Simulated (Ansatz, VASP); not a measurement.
# Two plane-wave programs on HfB2

INCAR

```
SYSTEM = HfB2
ALGO = Normal
EDIFF = 1E-7
ENCUT = 520
ISIF = 2
ISMEAR = -5
LASPH = .TRUE.
LCHARG = .TRUE.
LDAU = .TRUE.
LDAUJ = 0.5 0
LDAUL = 2 -1
LDAUPRINT = 1
LDAUTYPE = 2
LDAUU = 4.5 0
LELF = .TRUE.
LMAXMIX = 4
LREAL = .FALSE.
LWAVE = .FALSE.
NELM = 60
PREC = Accurate
SIGMA = 0.05
```

File KPOINTS:

```
k-points
0
G
  10 10 8
  0 0 0
```

File POSCAR:

```
HfB2
1.0
    3.1400000000      0.0000000000      0.0000000000
   -1.5700000000      2.7193197679      0.0000000000
    0.0000000000      0.0000000000      3.4800000000
Hf B
1 2
Direct
    0.0000000000      0.0000000000      0.0000000000
    0.6666666667      0.3333333333      0.5000000000
    0.3333333333      0.6666666667      0.5000000000
```

input.yaml

```yaml
crystal:
  lattice:
    - [3.14, 0.0, 0.0]
    - [-1.57, 2.7193197679, 0.0]
    - [0.0, 0.0, 3.48]
  atoms:
    - { symbol: Hf, position: [0.0, 0.0, 0.0] }
    - { symbol: B, position: [0.6666666667, 0.3333333333, 0.5] }
    - { symbol: B, position: [0.3333333333, 0.6666666667, 0.5] }
hamiltonian:
  xc: lda
  pseudopotentials: { kind: paw }
  hubbard: { sites: [{ species: Hf, l: d, u_eff: 4.0 }] }
kpoints:
  mp_grid: { grid: [10, 10, 8] }
scf:
  occupations: { method: tetrahedron }
output:
  forces: true
  stress: true
  write_density: true
  write_potential: true
  elf: true
  volumetric_format: npy
```

Alike in both runs: task electron localisation function; functional LDA; k mesh 10 × 10 × 8; occupations tetrahedron; no spin polarisation; Hubbard terms Hf d U = 4.5 eV, J = 0.5 eV.

|  | VASP | Ansatz |
| --- | --- | --- |
| version | VASP 6.6.1 | Ansatz 0.2.0 |
| potentials or method | VASP PAW LDA potentials, release 64 (Hf_pv, B) | Ansatz PAW |
| plane-wave cutoff (eV) | 520 | 420 |
| valence electrons in the cell | 16 | 32 |

|  | VASP | Ansatz | Ansatz less VASP |
| --- | --- | --- | --- |
| gap on the k mesh at the Fermi level (eV) | none | none | - |
| pressure (GPa) | 1.7 | -6.2 | -7.98 |
| largest component of the traceless stress (GPa) | 2.71 | 2.41 | -0.303 |

The programs project onto different local orbitals, so the same U acts differently. A gap of «none» marks a metal or a gap that the smearing closes. The two sets of potentials don't hold the same shells in valence.

Caveats: U without spin polarisation on a metal has little footing; the U is typed as a test and isn't derived for this compound; tetrahedron occupations give inexact forces and stress in metals (VASP); the PAW data sets come from PBE, with cores solved anew for the run's functional, which leaves a small shift of forces and pressure (Ansatz); with tetrahedron occupations forces and stress needn't match the slope of the energy (Ansatz). Spin-orbit coupling is left out, which matters for the levels of Hf.
